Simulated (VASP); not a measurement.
The system is HfSiO4.

```
CELL_PARAMETERS angstrom
3.24059 -3.25169 0.00000
3.24059 3.25169 0.00000
0.00000 0.00000 3.00011
ATOMIC_POSITIONS crystal
Hf 0.50000 0.50000 0.50000
Si 0.00000 0.00000 0.00000
O 0.20337 0.20337 0.50000
O 0.79663 0.79663 0.50000
O 0.68597 0.31403 0.00000
O 0.31403 0.68597 0.00000
```

The cell was built by a generator and needn't be a form met in nature.

* Program: VASP 6.6.1
* Task: relaxation of cell and atoms
* Functional: PBE
* Potentials or basis: VASP PAW PBE potentials, release 64 (Hf_pv, Si, O)
* Cutoff: 520 eV
* k mesh: 3 × 3 × 5
* Occupations: gaussian, width 0.15 eV
* Spin: no spin polarisation

At the start: pressure 19.2 GPa; volume 10.54 Å³/atom.

**Question.** Where does the relaxation end?

**Answer.** Over 10 steps the energy falls by 479.3 meV/atom and the volume is 10.37 Å³/atom (-1.6 %); space group Cmmm (No. 65, to 0.05 Å).

The path:
```tsv
step	energy change (eV)	largest force (eV/Å)	pressure (GPa)	volume (Å³)
1	0.0000	7.5082	19.22	63.23
2	0.5309	5.2430	-25.46	75.44
3	-2.4183	0.9317	-17.15	68.32
4	-2.4249	1.1467	-16.63	68.10
5	-2.6115	2.2747	12.92	59.65
6	-2.8211	1.0324	-1.47	62.92
7	-2.8736	0.2382	0.78	62.02
8	-2.8736	0.2484	0.80	62.05
9	-2.8743	0.1378	-1.10	62.36
10	-2.8756	0.0181	-0.38	62.23
```

Final structure:
```cif
data_structure
_symmetry_space_group_name_H-M 'P 1'
_symmetry_Int_Tables_number 1
_cell_length_a 4.5774
_cell_length_b 4.5774
_cell_length_c 2.9714
_cell_angle_alpha 90.000
_cell_angle_beta 90.000
_cell_angle_gamma 88.325
_cell_volume 62.23
loop_
_atom_site_label
_atom_site_type_symbol
_atom_site_fract_x
_atom_site_fract_y
_atom_site_fract_z
_atom_site_occupancy
Hf1 Hf 0.50000 0.50000 0.50000 1
Si1 Si 0.00000 0.00000 0.00000 1
O1 O 0.17871 0.17871 0.50000 1
O2 O 0.82129 0.82129 0.50000 1
O3 O 0.72039 0.27961 0.00000 1
O4 O 0.27961 0.72039 0.00000 1
```

Caveat: the k mesh is coarse (spacing up to 0.46 Å⁻¹), so the values aren't converged.
